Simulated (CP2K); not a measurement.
The system is NiO.

```xyz
2
Lattice="2.9499 0.0000 0.0000 1.4750 2.5547 0.0000 1.4750 0.8516 2.4086" Properties=species:S:1:pos:R:3 pbc="T T T"
Ni    0.0000    0.0000    0.0000
O     2.9499    1.7031    1.2043
```

Program: CP2K 2026.2. Alike in all runs: spin collinear, ferromagnetic start; cell as given; k mesh 11 × 11 × 11.

Q: Order these runs on this cell by their pressure, lowest first.
A. level LDA; potentials or basis GTH_POTENTIALS Ni GTH-PADE-q18, O GTH-PADE-q6; TZVP-MOLOPT-SR-GTH, TZVP-MOLOPT-PBE-GTH basis; smearing fermi-dirac 0.01 eV; EPS_DEFAULT 1.0E-9; NGRIDS 5; points a segment of the path (NPOINTS) 10; bands added on the path 6
B. level PBEsol; potentials or basis GTH_POTENTIALS Ni GTH-PBE-q18; POTENTIAL_UZH O GTH-PBE-q6; TZVP-MOLOPT-SR-GTH, TZVP-MOLOPT-PBE-GTH basis; smearing fermi-dirac 0.05 eV; EPS_DEFAULT 1.0E-10; NGRIDS 5
C. level PBE; potentials or basis GTH_POTENTIALS Ni GTH-PBE-q18; POTENTIAL_UZH O GTH-PBE-q6; TZVP-MOLOPT-SR-GTH, TZVP-MOLOPT-PBE-GTH basis; smearing fermi-dirac 0.05 eV; EPS_DEFAULT 1.0E-10; NGRIDS 4

A: A (-16.9 GPa), B (-2.9 GPa), C (9.0 GPa).

Caveats: the basis of atomic orbitals isn't converged, which shifts pressures, moduli and gaps; a cell with one magnetic atom can't hold antiferromagnetic order, which such compounds often take; so large a pressure means that the cell lies far from this level's equilibrium, or that cutoff or potentials fall short (some runs); the potentials were made for another functional, which shifts forces and pressure (some runs).

Not every run made on this cell is shown here.
